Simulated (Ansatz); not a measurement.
Set up this calculation in Ansatz 0.2.0, as the native input.

```yaml
Task: band structure
Functional: PBEsol
Potentials_or_basis: Ansatz PAW
Cutoff: "420 eV (not typed: the program's choice for these potentials)"
k_mesh: 9 × 9 × 3
Occupations: fermi-dirac, width 0.05 eV
Spin: no spin polarisation
Path: "[[\"G\", \"M\", \"K\", \"G\", \"A\", \"L\", \"H\", \"A\"], [\"L\", \"M\"], [\"K\", \"H\"]]"
Points_for_each_segment_of_the_path: 14
```

Crystal: Pb.

```
CELL_PARAMETERS angstrom
3.52437 0.00000 0.00000
-1.76218 3.05219 0.00000
0.00000 0.00000 11.49524
ATOMIC_POSITIONS crystal
Pb 0.66667 0.33333 0.75000
Pb 0.00000 0.00000 0.50000
Pb 0.33333 0.66667 0.25000
Pb 0.00000 0.00000 0.00000
```

This isn't the form of Pb at room conditions, which is fcc.

The input as run:

input.yaml

```yaml
crystal:
  lattice:
    - [3.5243661423, 0.0, 0.0]
    - [-1.7621830712, 3.0521906115, 0.0]
    - [0.0, 0.0, 11.49524181]
  atoms:
    - { symbol: Pb, position: [0.6666666667, 0.3333333333, 0.75] }
    - { symbol: Pb, position: [0.0, 0.0, 0.5] }
    - { symbol: Pb, position: [0.3333333333, 0.6666666667, 0.25] }
    - { symbol: Pb, position: [0.0, 0.0, 0.0] }
hamiltonian:
  xc: pbesol
  pseudopotentials: { kind: paw }
kpoints:
  mp_grid: { grid: [9, 9, 3] }
  band_path:
    path:
      - [[0.0, 0.0, 0.0], [0.5, 0.0, 0.0], [0.3333333333, 0.3333333333, 0.0], [0.0, 0.0, 0.0], [0.0, 0.0, 0.5], [0.5, 0.0, 0.5], [0.3333333333, 0.3333333333, 0.5], [0.0, 0.0, 0.5]]
      - [[0.5, 0.0, 0.5], [0.5, 0.0, 0.0]]
      - [[0.3333333333, 0.3333333333, 0.0], [0.3333333333, 0.3333333333, 0.5]]
    npoints: 14
scf:
  occupations: { method: fermi_dirac, width: 0.05 }
  n_extra_bands: 10
output:
  forces: true
  stress: true
  eigenvalues: true
  fatbands: true
  write_density: true
  write_potential: true
  elf: true
  volumetric_format: npy
```

Potentials or basis: Ansatz PAW.

Run with:

```sh
$ ansatz run input.yaml --threads 2 --pin off --max-ram 5632MiB --backend cpu --events-out ev --progress --plain --runs-dir out
```

It gave:

The pressure is -1.5 GPa. The band gap on the k mesh is none (metal or under the smearing width).

Caveat: spin-orbit coupling is left out, which moves the levels of the heavy elements; the PAW data sets come from PBE, with cores solved anew for the run's functional, which leaves a small shift of forces and pressure.

Wall time 15 s on 2 threads of Arm Neoverse V2 (shared host), peak memory 0.55 GiB.
